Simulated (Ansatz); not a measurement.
## NbH₂: frozen-core PAW against all-electron methods

```
Nb H
1.0
     0.00000    2.28150    2.28150
     2.28150    0.00000    2.28150
     2.28150    2.28150    0.00000
Nb H
1 2
Direct
  0.00000 0.00000 0.00000
  0.25000 0.25000 0.25000
  0.75000 0.75000 0.75000
```

Atoms are numbered in the order listed.

The conventional cell has a = 4.563 Å, b = 4.563 Å, c = 4.563 Å, α = 90.00°, β = 90.00°, γ = 90.00°. Around Nb (atom 1) lie 8 H at 1.98 Å. H (atom 2) is surrounded by 4 Nb at 1.98 Å.

The geometry is COD entry 9009022, unchecked; take it as a test cell.

Spin polarisation is left out, and whether a magnetic state lies lower isn't shown here.

Levels of theory: DFT, LDA, PAW with Ansatz's default frozen-core files, scalar-relativistic (Ansatz 0.2.0); DFT, LDA, all-electron PAW with datasets made for the crystal, scalar-relativistic (Ansatz 0.2.0); DFT, LDA, all-electron LAPW, scalar-relativistic (Ansatz 0.2.0).

For PAW: a Γ-centred 15×15×15 k mesh, Fermi–Dirac smearing of 0.03 eV, cutoff 420 eV, no spin polarisation; the PAW files were made with PBE, and the program remakes their frozen cores for this functional. The crystal-made all-electron datasets (AE datasets) take a cutoff of 320 eV at this cell. LAPW targets a basis error of 1 meV/atom. The Ansatz runs share mesh, smearing and spin set-up. Plane-wave (PAW) pressures include the program's estimate of the Pulay term.

Stress and pressure are positive in compression.

Levels count from the Fermi level.

```tsv
quantity	PAW	AE datasets	LAPW
pressure (GPa)	-8.15	-8.19	-8.19
highest filled level at L (eV)	-1.220	-1.220	-1.220
lowest empty level at L (eV)	2.621	2.623	2.623
highest filled level at X (eV)	-4.330	-4.331	-4.331
lowest empty level at X (eV)	2.797	2.798	2.798
highest filled level at W (eV)	-3.151	-3.152	-3.152
lowest empty level at W (eV)	0.310	0.309	0.309
```
